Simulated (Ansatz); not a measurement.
# TiSi2 (Fddd) in Ansatz: further runs

One crystal, TiSi2, is run at these levels: PBE, revPBE+D4, BLYP+D3(BJ); tasks: single point, relaxation of cell and atoms.

Everything below comes from runs of Ansatz 0.2.0. Logs are shortened: lines on timing, memory, paths and dates and some standing lists are left out, and cuts for length are marked.

## Step 1: The structure

The structure is orthorhombic, space group Fddd (No. 70). The conventional cell has a = 4.779 Å, b = 8.235 Å, c = 8.526 Å, α = 90.00°, β = 90.00°, γ = 90.00°. Ti (site symmetry 222) has 10 Si at 2.55 to 2.78 Å as nearest neighbours. Si (site symmetry 2) has 5 Si at 2.52 to 2.79 Å and 5 Ti at 2.55 to 2.78 Å as nearest neighbours.

The cell is a database's computed one.

## Step 2: Single point, PBE

File input.yaml:

```yaml
crystal:
  lattice:
    - [0.0, 4.1175163063, 4.2628978354]
    - [2.3895119538, 0.0, 4.2628978354]
    - [2.3895119538, 4.1175163063, 0.0]
  atoms:
    - { symbol: Ti, position: [0.75, 0.75, 0.75] }
    - { symbol: Ti, position: [0.5, 0.5, 0.5] }
    - { symbol: Si, position: [0.41256561, 0.08743439, 0.41256561] }
    - { symbol: Si, position: [0.08743439, 0.41256561, 0.08743439] }
    - { symbol: Si, position: [0.16256561, 0.83743439, 0.16256561] }
    - { symbol: Si, position: [0.83743439, 0.16256561, 0.83743439] }
hamiltonian:
  xc: pbe
  pseudopotentials: { kind: paw }
kpoints:
  mp_grid: { grid: [7, 7, 7] }
scf:
  occupations: { method: gaussian, width: 0.011 }
output:
  forces: true
  stress: true
  eigenvalues: true
  write_density: true
  write_potential: true
  elf: true
  volumetric_format: npy
```

Potentials or basis: Ansatz PAW.

Launch:

```sh
> ansatz run input.yaml --threads 2 --pin off --max-ram 5632MiB --backend cpu --events-out ev --progress --plain --runs-dir out
```

Output:

```text
Warning: RAYON_NUM_THREADS=2 ignored (pool sized by the plan → 2); use --threads N
Engine: ansatz 0.2.0, x86_64-unknown-linux-gnu
Pseudopotentials: kind: paw
Pseudopotential: Ti, paw, valence charge 12, recommended cutoff 420 eV (normal), Ti.paw.azcp
Pseudopotential: Si, paw, valence charge 4, recommended cutoff 420 eV (normal), Si.paw.azcp
Functional definition: PBE
  parameter kappa = 0.804
  parameter beta = 0.06672455060314922
  exchange = pbe_x(kappa = kappa, mu = beta*pi^2/3)
  correlation = pbe_c(beta = beta)
Crystal: 6 atoms, lattice volume = 83.884 Å³
Basis set: ecut = 420 eV, 1617 PW (Γ), exchange–correlation on 80×72×64 points (8 copies of the dense FFT grid, shifted against one another)
Bands: 26, of which v1, the nominal top of the filled ones, is band 20 counted from 1 (19 counted from 0)
Symmetry: 8 space group operations
Space group: Fddd (ITA 70), of the structure as read, at distance tolerance 4.4e-5 Å
k-points: 64 of 343
Non-local potential: Ti, projectors of the file, l = 0: 3, l = 1: 2, l = 2: 3, l = 3: 1
Non-local potential: Si, projectors of the file, l = 0: 2, l = 1: 2, l = 2: 2
PAW form: soft (Blöchl's): semilocal exchange-correlation on the pseudo side does not see the compensation charge
PAW one-centre angular grid: Ti, 590 points (default); XC on 64 Gauss nodes
PAW one-centre angular grid: Si, 110 points (default); XC on 64 Gauss nodes
Initial density: superposition of atomic densities (neutral atoms: chi_scale 0, normalization atom), corrected by the library's trained network
Initial wavefunctions: pseudopotential atomic-orbital guess
Functional: x = pbe(κ = 0.804, μ = 0.2195149727645171), c = pbe(β = 0.06672455060314922)
SCF iter   1: F=—  HF=-7545.905906 eV  |F-HF|=—  |Δ(HF+E_count)|=         —  Δρ=4.19e-3  dr2=2.07e-2  ethr=1.77e-3  ⟨swp⟩=6.6  Hψ=8519  notcnv=0
preconditioner: auto → Kerker (q_TF=auto, 2.412 Å⁻¹)  [metal: Δε(μ)=0.003 eV  Ē_g=6.369 eV  σ=0.011 eV  W_gap=0.15  n_scr=16 (ndim 8)  ℏωp=19.9 eV  f_vac=0.000  D(μ)=7.61/eV (n_scr^D=86)]
SCF iter   2: F=—  HF=-7545.903529 eV  |F-HF|=—  |Δ(HF+E_count)|=   2.38e-3  Δρ=1.96e-3  dr2=3.89e-3  ethr=5.18e-5  ⟨swp⟩=2.2  Hψ=2486  notcnv=0  defer=97
preconditioner: auto → none  [insulator: Δε(μ)=0.011 eV  Ē_g=6.387 eV  σ=0.011 eV  W_gap=0.51  n_scr=16 (ndim 8)  ℏωp=19.9 eV  f_vac=0.000  D(μ)=6.56/eV (n_scr^D=70)  ε∞_Penn≈10.7]
SCF iter   3: F=—  HF=-7545.903617 eV  |F-HF|=—  |Δ(HF+E_count)|=   8.78e-5  Δρ=1.43e-3  dr2=2.53e-3  ethr=9.73e-6  ⟨swp⟩=2.2  Hψ=2606  notcnv=0  defer=97
SCF iter   4: F=—  HF=-7545.903171 eV  |F-HF|=—  |Δ(HF+E_count)|=   4.46e-4  Δρ=1.41e-4  dr2=9.83e-6  ethr=6.33e-6  ⟨swp⟩=2.2  Hψ=2318  notcnv=0  defer=97
SCF iter   5: F=—  HF=-7545.903171 eV  |F-HF|=—  |Δ(HF+E_count)|=   1.12e-7  Δρ=4.02e-5  dr2=1.50e-6  ethr=2.46e-8  ⟨swp⟩=2.4  Hψ=2580  notcnv=0  defer=97
SCF iter   6: F=-7545.903171 eV  HF=-7545.903171 eV  |F-HF|=4.02e-10  |Δ(HF+E_count)|=   1.79e-7  Δρ=4.49e-6  dr2=1.16e-8  ethr=2.50e-10  ⟨swp⟩=10.3  Hψ=10759  notcnv=0
SCF 1 converged in 6 iterations: F = -7545.903171 eV  dr2 = 1.16e-8
SCF converged after 6 iterations
Free energy (F): -7545.903171 eV
Harris-Foulkes:  -7545.903171 eV  (|F-HF|=4.02e-10)
Internal energy: -7545.902857 eV  (E = F + TS)
E sigma→0 (E₀):  -7545.903014 eV
Entropy (-TS):   -0.000314 eV (-0.052 meV/atom)
Fermi energy:    12.637246 eV
--- Per-component energies (eV) ---
  E_band       = -213.477736
  E_kinetic    = 720.009503
  E_local      = -2024.416970  (includes V_loc(G=0)·N_el)
  E_nonlocal   = 117.050355
  E_hartree    = 883.849440
  E_xc         = -423.674667
  E_vxc        = -441.764910  (∫ρ·V_xc dr)
  E_paw        = -4146.208933  (= ΣΔE_a)
  E_vpaw       = -352.060284  (= ΣTr[D̂ρ^β])
  E_aug_tail   = 0.000245  (compensation charges beyond the density's cutoff)
  E_ewald      = -2672.511829
  E_smearing   = -0.000314  (= −TS)
  E_closure    = -0.000000  (closes the sum)
  Σ components = -7545.903171   (vs F -7545.903171, Δ=0.00e0)
--- Forces (eV/Å), atoms counted from 1 ---
  atom   1  Ti    -0.00000000     0.00000000    -0.00000000
  atom   2  Ti     0.00000000    -0.00000000     0.00000000
  atom   3  Si     0.00000000     0.01175924    -0.00000000
  atom   4  Si     0.00000000    -0.01175924     0.00000000
  atom   5  Si     0.00000000     0.01175924    -0.00000000
  atom   6  Si     0.00000000    -0.01175924     0.00000000
  max |Σ_I F_I| component: 0.00e0 eV/Å
--- Stress (GPa, compression-positive) ---
        2.404835      -0.000000      -0.000000
       -0.000000       0.802696       0.000000
       -0.000000       0.000000       2.954427
  P = ⅓ Tr σ = 2.0540 GPa (20.540 kbar)
--- Band table (eV; the first three rows and the last of 64) ---
  k-point 0: bands = ["-43.5944", "-43.5658", "-19.9801", "-19.9800", "-19.8892", "-19.8743", "-19.8667", "-19.8535", "0.0375", "5.9327", "6.8908", "7.2354", "7.5949", "8.8756", "8.9062", "10.1320", "10.3646", "10.5681", "10.8570", "11.2848", "11.7059", "14.7172", "15.7761", "15.9867", "16.0774", "16.1000"]
  k-point 1: bands = ["-43.5933", "-43.5668", "-19.9822", "-19.9762", "-19.8957", "-19.8745", "-19.8649", "-19.8534", "0.2517", "5.6559", "6.0562", "7.1196", "7.9591", "8.8126", "9.3209", "9.8856", "10.4899", "10.5823", "11.3610", "11.4582", "11.6925", "14.5091", "15.5941", "15.6649", "15.8561", "15.9966"]
  k-point 2: bands = ["-43.5904", "-43.5695", "-19.9869", "-19.9665", "-19.9119", "-19.8732", "-19.8623", "-19.8527", "0.8667", "4.7325", "5.2302", "6.9920", "7.7719", "8.5170", "9.5771", "10.0805", "10.8838", "11.3055", "11.5577", "11.8956", "12.4824", "13.9842", "15.1709", "15.2481", "15.4701", "15.5032"]
  k-point 63: bands = ["-43.5806", "-43.5792", "-19.9602", "-19.9534", "-19.9211", "-19.9115", "-19.8568", "-19.8530", "2.0879", "2.1221", "6.0903", "7.0929", "8.0254", "9.3670", "9.5744", "10.0742", "10.9655", "11.1721", "11.6175", "11.6563", "13.5396", "13.6109", "14.7387", "15.2933", "15.6665", "15.8154"]
```

It took 5.9 s on 2 threads of Intel Xeon at 2.70GHz, shared host; peak memory 0.46 GiB.

What came out:

```
Free energy            : -7545.9032 eV
Pressure               : 2.1 GPa
Largest force          : 0.012 eV/Å
Band gap on the k mesh : none (metal or under the smearing width)
```

Forces on the atoms (eV/Å):
```
Ti   0.000  0.000  0.000
Ti   0.000  0.000  0.000
Si   0.000  0.012  0.000
Si   0.000 -0.012  0.000
Si   0.000  0.012  0.000
Si   0.000 -0.012  0.000
```

## Step 3: Relaxation of cell and atoms, PBE

Changes to input.yaml since step 2:

```diff
@@ -18,3 +18,3 @@
 scf:
-  occupations: { method: gaussian, width: 0.011 }
+  occupations: { method: fermi_dirac, width: 0.05 }
 output:
@@ -23,5 +23,5 @@
   eigenvalues: true
-  write_density: true
-  write_potential: true
-  elf: true
-  volumetric_format: npy
+relax:
+  f_tol: 0.01
+  max_steps: 40
+  cell: { stress_tol: 0.05 }
```

Potentials or basis: Ansatz PAW.

Launch:

```sh
> ansatz run input.yaml --threads 2 --pin off --max-ram 5632MiB --backend cpu --events-out ev --progress --plain --runs-dir out
```

Output:

```text
Warning: RAYON_NUM_THREADS=2 ignored (pool sized by the plan → 2); use --threads N
[... 9 set-up lines as earlier in the session ...]
Crystal: 6 atoms, lattice volume = 83.884 Å³
Basis set: ecut = 420 eV, 1617 PW (Γ), exchange–correlation on 80×72×64 points (8 copies of the dense FFT grid, shifted against one another)
Bands: 26, of which v1, the nominal top of the filled ones, is band 20 counted from 1 (19 counted from 0)
[... 2 set-up lines as earlier in the session ...]
k-points: 64 of 343
[... 8 set-up lines as earlier in the session ...]
SCF iter   1: F=—  HF=-7545.916374 eV  |F-HF|=—  |Δ(HF+E_count)|=         —  Δρ=4.27e-3  dr2=2.20e-2  ethr=1.77e-3  ⟨swp⟩=6.3  Hψ=8378  notcnv=0  defer=2
preconditioner: auto → Kerker (q_TF=auto, 2.412 Å⁻¹)  [metal: Δε(μ)=0.004 eV  Ē_g=6.369 eV  σ=0.050 eV  W_gap=0.02  n_scr=16 (ndim 8)  ℏωp=19.9 eV  f_vac=0.000  D(μ)=2.40/eV (n_scr^D=16)]
SCF iter   2: F=—  HF=-7545.913823 eV  |F-HF|=—  |Δ(HF+E_count)|=   2.55e-3  Δρ=1.98e-3  dr2=4.09e-3  ethr=5.50e-5  ⟨swp⟩=2.0  Hψ=2526  notcnv=0  defer=19
SCF iter   3: F=—  HF=-7545.913462 eV  |F-HF|=—  |Δ(HF+E_count)|=   3.62e-4  Δρ=5.63e-4  dr2=3.43e-4  ethr=1.02e-5  ⟨swp⟩=2.6  Hψ=2303  notcnv=0  defer=19
SCF iter   4: F=—  HF=-7545.913412 eV  |F-HF|=—  |Δ(HF+E_count)|=   5.00e-5  Δρ=9.62e-5  dr2=7.78e-6  ethr=8.57e-7  ⟨swp⟩=2.0  Hψ=2324  notcnv=0  defer=19
SCF iter   5: F=—  HF=-7545.913404 eV  |F-HF|=—  |Δ(HF+E_count)|=   7.25e-6  Δρ=1.81e-5  dr2=1.81e-7  ethr=1.94e-8  ⟨swp⟩=2.1  Hψ=2309  notcnv=0  defer=19
SCF iter   6: F=-7545.913404 eV  HF=-7545.913404 eV  |F-HF|=6.52e-9  |Δ(HF+E_count)|=   3.40e-8  Δρ=3.20e-6  dr2=9.45e-9  ethr=2.50e-10  ⟨swp⟩=6.4  Hψ=6599  notcnv=0
SCF 1 converged in 6 iterations: F = -7545.913404 eV  dr2 = 9.45e-9
relax step   1: F+E_penalty+E_count = -7545.91340438 eV  Δ(F+E_penalty+E_count) = +0.000e0 eV  max|allowed force component| = 2.041e-2 eV/Å  Δτ_max = 0.0000 Å  P = +2.071 GPa  Ω = 83.884 Å³  (6 SCF iters, dr2 threshold 1.00e-7 eV, accepted)
Crystal: 6 atoms, lattice volume = 84.994 Å³
Basis set: ecut = 420 eV, 1627 PW (Γ), exchange–correlation on 80×72×64 points (8 copies of the dense FFT grid, shifted against one another)
Initial density: handed on by an earlier stage of this run
Initial wavefunctions: those handed on with the density
iter 1 solved again at ethr=3.21e-6 eV; its pass at ethr=3.10e-3 eV (dr2=1.28e-3 eV) is discarded
SCF iter   1: F=—  HF=-7545.922015 eV  |F-HF|=—  |Δ(HF+E_count)|=         —  Δρ=1.01e-3  dr2=1.23e-3  ethr=3.21e-6  ⟨swp⟩=2.0  Hψ=8980  notcnv=0
preconditioner: auto → Kerker (q_TF=auto, 2.406 Å⁻¹)  [metal: Δε(μ)=0.007 eV  Ē_g=6.329 eV  σ=0.050 eV  W_gap=0.04  n_scr=16 (ndim 8)  ℏωp=19.7 eV  f_vac=0.000  D(μ)=2.41/eV (n_scr^D=16)]
[... 45 lines left out ...]
iter 6 did not close the SCF: its close was put off for the readings that it lacked (scf_convergence_deferred on its scf_iter line)
SCF iter   6: F=-7545.922070 eV  HF=-7545.922070 eV  |F-HF|=9.09e-13  |Δ(HF+E_count)|=  9.09e-13  Δρ=4.24e-9  dr2=1.03e-14  ethr=1.00e-12  ⟨swp⟩=1.0  Hψ=1664  notcnv=0
iter 7 did not close the SCF: its close was put off for the readings that it lacked (scf_convergence_deferred on its scf_iter line)
SCF iter   7: F=-7545.922070 eV  HF=-7545.922070 eV  |F-HF|=1.82e-12  |Δ(HF+E_count)|=  9.09e-13  Δρ=6.55e-10  dr2=2.60e-16  ethr=1.00e-12  ⟨swp⟩=1.0  Hψ=1664  notcnv=0
SCF iter   8: F=-7545.922070 eV  HF=-7545.922070 eV  |F-HF|=2.73e-12  |Δ(HF+E_count)|=  9.09e-13  Δρ=1.76e-10  dr2=2.58e-17  ethr=1.00e-12  ⟨swp⟩=1.0  Hψ=3595  notcnv=0
SCF 5 converged in 8 iterations: F = -7545.922070 eV  dr2 = 2.58e-17
relax step   5: F+E_penalty+E_count = -7545.92206952 eV  Δ(F+E_penalty+E_count) = -2.104e-4 eV  max|allowed force component| = 1.209e-3 eV/Å  Δτ_max = 0.0000 Å  P = +0.002 GPa  Ω = 84.999 Å³  stress off target by 7.00e-3 GPa  SCF on the basis re-selected at this cell (its energy is not comparable with the rows above)  (8 SCF iters)
basis re-selected at this cell: Δ(F+E_penalty+E_count) = -2.104e-4 eV, ΔP = +0.003 GPa vs the last step (what re-selecting the basis moved, of the pressure what is left beyond the Pulay correction that the steps carried, after the strain that the cell walked since its last selection, with what the two solves' SCF thresholds leave and, on support functions, any second-order correction that the steps lacked; it is no measure of the basis error at this ecutwfc). This SCF's stress stands 7.00e-3 GPa from its target on what of the cell is left free (relax.cell.stress_tol is 5.00e-2 GPa) and its largest allowed force component is 1.21e-3 eV/Å (relax.f_tol is 1.00e-2 eV/Å): within both
SCF converged after 8 iterations
Free energy (F): -7545.922070 eV
Harris-Foulkes:  -7545.922070 eV  (|F-HF|=2.73e-12)
Internal energy: -7545.901827 eV  (E = F + TS)
E sigma→0 (E₀):  -7545.911948 eV
Entropy (-TS):   -0.020243 eV (-3.374 meV/atom)
Fermi energy:    12.447406 eV
--- Per-component energies (eV) ---
  E_band       = -221.045270
  E_kinetic    = 717.991021
  E_local      = -2038.669812  (includes V_loc(G=0)·N_el)
  E_nonlocal   = 116.785561
  E_hartree    = 887.689961
  E_xc         = -422.903500
  E_vxc        = -440.738699  (∫ρ·V_xc dr)
  E_paw        = -4145.994432  (= ΣΔE_a)
  E_vpaw       = -351.793526  (= ΣTr[D̂ρ^β])
  E_aug_tail   = 0.000263  (compensation charges beyond the density's cutoff)
  E_ewald      = -2660.800890
  E_smearing   = -0.020243  (= −TS)
  E_closure    = -0.000000  (closes the sum)
  Σ components = -7545.922070   (vs F -7545.922070, Δ=0.00e0)
--- Forces (eV/Å), atoms counted from 1 ---
  atom   1  Ti    -0.00000000     0.00000000    -0.00000000
  atom   2  Ti     0.00000000     0.00000000     0.00000000
  atom   3  Si     0.00000000     0.00120900    -0.00000000
  atom   4  Si     0.00000000    -0.00120900    -0.00000000
  atom   5  Si     0.00000000     0.00120900     0.00000000
  atom   6  Si     0.00000000    -0.00120900     0.00000000
  max |Σ_I F_I| component: 0.00e0 eV/Å
--- Stress (GPa, compression-positive) ---
        0.006996       0.000000      -0.000000
        0.000000       0.003822       0.000000
       -0.000000       0.000000      -0.004121
  P = ⅓ Tr σ = 0.0022 GPa (0.022 kbar)
--- Band table (eV; the first three rows and the last of 64) ---
  k-point 0: bands = ["-43.8266", "-43.7996", "-20.2043", "-20.2026", "-20.1180", "-20.1034", "-20.0953", "-20.0830", "-0.0681", "5.7548", "6.7285", "7.0973", "7.4682", "8.7018", "8.7158", "9.9275", "10.1919", "10.3939", "10.6730", "11.1162", "11.5477", "14.4845", "15.5154", "15.7069", "15.8267", "15.8650"]
  k-point 1: bands = ["-43.8255", "-43.8006", "-20.2056", "-20.1997", "-20.1239", "-20.1035", "-20.0937", "-20.0829", "0.1435", "5.4888", "5.9087", "6.9618", "7.8163", "8.6264", "9.1484", "9.7113", "10.2935", "10.4097", "11.1888", "11.2807", "11.5310", "14.2829", "15.3485", "15.4149", "15.5971", "15.7391"]
  k-point 2: bands = ["-43.8229", "-43.8031", "-20.2100", "-20.1906", "-20.1389", "-20.1022", "-20.0915", "-20.0822", "0.7510", "4.5855", "5.0830", "6.8014", "7.6305", "8.3547", "9.4086", "9.9028", "10.7069", "11.1396", "11.3761", "11.7104", "12.3006", "13.7697", "14.9232", "15.0182", "15.2166", "15.2549"]
  k-point 63: bands = ["-43.8136", "-43.8123", "-20.1845", "-20.1779", "-20.1476", "-20.1384", "-20.0864", "-20.0828", "1.9562", "1.9900", "5.9359", "6.9289", "7.8811", "9.2052", "9.4151", "9.8984", "10.7884", "11.0046", "11.4426", "11.4799", "13.3280", "13.3976", "14.4839", "15.0274", "15.4094", "15.5769"]
--- Relaxed structure (4 steps of the walk, 4 accepted, 1 SCFs on fresh bases) ---
  F+E_penalty+E_count = -7545.92206952 eV   max|allowed force component| = 1.209e-3 eV/Å   (the final SCF, on the basis selected at the relaxed cell)
  cell:  # Å, volume = 84.9988 Å³
    - [-2.7790436264527464e-18, 4.123664533996865, 4.289015216962718]
    - [2.402934246399964, -5.773789120283521e-34, 4.289015216962718]
    - [2.402934246399964, 4.123664533996865, -1.5577567706164547e-18]
  atoms:
    - { symbol: Ti, position: [0.7499999999999999, 0.7500000000000001, 0.75] }
    - { symbol: Ti, position: [0.4999999999999999, 0.5000000000000001, 0.5] }
    - { symbol: Si, position: [0.41277545940197097, 0.08722454059802903, 0.412775459401971] }
    - { symbol: Si, position: [0.08722454059802898, 0.412775459401971, 0.08722454059802909] }
    - { symbol: Si, position: [0.1627754594019709, 0.8372245405980291, 0.16277545940197113] }
    - { symbol: Si, position: [0.8372245405980289, 0.16277545940197113, 0.837224540598029] }
```

Wall time 22 s (2 threads of Intel Xeon at 2.70GHz, shared host); peak memory 0.48 GiB.

What came out:

- Free energy: -7545.9221 eV
- Relaxed volume: 14.17 Å³/atom
- Relaxed cell: a = 5.950 Å, b = 4.916 Å, c = 4.773 Å, α = 75.75°, β = 53.21°, γ = 51.03°
- Space group after relaxing (to 0.05 Å): Fddd (No. 70)
- Energy gained by relaxing: 1.4 meV/atom
- Ionic steps: 5
- Pressure after relaxing: 0.0 GPa
- Band gap on the k mesh: none (metal or under the smearing width)

The path:
```
step  energy change (eV)  largest force (eV/Å)  volume (Å³)
   1              0.0000                0.0204        83.88
   2             -0.0082                0.0090        84.99
   3             -0.0084                0.0003        85.03
   4             -0.0085                0.0012        85.00
   5             -0.0087                0.0012        85.00
```

Final structure:
```yaml
crystal:
  lattice:
    - [0.00000, 4.12366, 4.28902]
    - [2.40293, 0.00000, 4.28902]
    - [2.40293, 4.12366, 0.00000]
  atoms:
    - { symbol: Ti, position: [0.75000, 0.75000, 0.75000] }
    - { symbol: Ti, position: [0.50000, 0.50000, 0.50000] }
    - { symbol: Si, position: [0.41278, 0.08722, 0.41278] }
    - { symbol: Si, position: [0.08722, 0.41278, 0.08722] }
    - { symbol: Si, position: [0.16278, 0.83722, 0.16278] }
    - { symbol: Si, position: [0.83722, 0.16278, 0.83722] }
```

Levels at points of the mesh, in eV from the Fermi level:
| k point | band 18 | band 19 | band 20 | band 21 | band 22 | band 23 |
| --- | --- | --- | --- | --- | --- | --- |
| (0.00, 0.00, 0.00) | -2.05 | -1.77 | -1.33 | -0.90 | 2.04 | 3.07 |

Caveat: the plane-wave basis is chosen anew once the cell has moved, so the energies of steps on either side of that aren't comparable.

(Continued in part 2 of 2.)
